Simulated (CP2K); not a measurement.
The system is Sb.

```xyz
4
Lattice="4.5277 0.0000 0.0000 0.0000 4.4211 0.0000 -1.3205 0.0000 6.3643" Properties=species:S:1:pos:R:3 pbc="T T T"
Sb    0.6363    1.1053    4.3511
Sb    3.2336    3.3158    4.8545
Sb   -0.0264    1.1053    1.5099
Sb    2.5709    3.3158    2.0132
```

This isn't the form of Sb at room conditions, which is rhombohedral.

| Property | Result |
| --- | --- |
| Program | CP2K 2026.2 |
| Task | single point |
| Functional | PBEsol |
| Potentials or basis | POTENTIAL_UZH Sb GTH-PBE-q5; TZVP-MOLOPT-PBE-GTH basis |
| Density cutoff | 6123 eV |
| k mesh | 6 × 6 × 4 |
| Occupations | fermi-dirac, width 0.05 eV |
| Spin | no spin polarisation |

On this cell: pressure -0.1 GPa; largest force 0.297 eV/Å; band gap on the k mesh none (metal or under the smearing width).

The same run follows on a disturbed copy (atoms moved at random, drawn with an rms of 0.05 Å):

```xyz
4
Lattice="4.5277 0.0000 0.0000 0.0000 4.4211 0.0000 -1.3205 0.0000 6.3643" Properties=species:S:1:pos:R:3 pbc="T T T"
Sb    0.6296    1.0916    4.3855
Sb    3.2453    3.3105    4.8404
Sb    0.0370    1.1169    1.4953
Sb    2.5279    3.3210    1.9708
```

Problem. What does the disturbed cell give?

Solution. The energy (extrapolated to zero smearing) moves by -1.0 meV/atom; pressure -0.8 GPa; largest force 0.237 eV/Å; band gap on the k mesh none (metal or under the smearing width).

Forces in eV/Å, atoms in the order of the input:
```
Sb   0.130  0.025  0.083
Sb  -0.147 -0.015  0.121
Sb  -0.152  0.008 -0.040
Sb   0.169 -0.018 -0.165
```

Stress tensor (GPa, compression positive):
```
-0.86  0.03  0.06
 0.03 -0.75  0.00
 0.06  0.00 -0.76
```

Caveats: the potentials were made for another functional, which shifts forces and pressure; the basis of atomic orbitals isn't converged, which shifts pressures, moduli and gaps.
